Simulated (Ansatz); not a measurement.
**Structure relaxation of B**

Computed with DFT PBE, scalar-relativistic, plane waves, PAW (Ansatz). Cutoff 420 eV, Γ-centred k mesh, Gaussian smearing, no spin polarisation in the final step.

The start puts B on the sites of a reported P cell (P4/mmm, No. 123), at a guessed volume.

```
B
1.0
     1.99314    0.00000    0.00000
     0.00000    1.99314    0.00000
     0.00000    0.00000    2.04216
B
1
Direct
  0.00000 0.00000 0.00000
```

Cell and atoms relax at zero pressure; the relaxation can't lower the symmetry of the start. After a coarse first stage the cell is made exact in the group found at 0.06 Å.

Energies count from the standard state of B at the same level.

(1) What does it relax into?

(2) What are its volume, energy, density and gap?

## Answers

(1) It ends in Pm-3m (No. 221). The result has the simple cubic structure. Conventional cell: a = 1.885 Å. B has 6 B at 1.89 Å.

```xyz
1
Lattice="1.8850 0.0000 0.0000 0.0000 1.8850 0.0000 0.0000 0.0000 1.8850" Properties=species:S:1:pos:R:3 pbc="T T T"
B     0.0000    0.0000    0.0000
```

(2) The volume per atom is 6.70 Å³, the density is 2.68 g/cm³ and the energy over the standard structure is 1.10 eV/atom. The gap on the 28×28×28 mesh is 0 eV (a metal).

The final run used a 28×28×28 mesh on its 1-atom cell and 0.10 eV smearing. The k mesh leaves about 4 meV/atom of noise in metals. A structure relaxed within its symmetry needn't be a true minimum.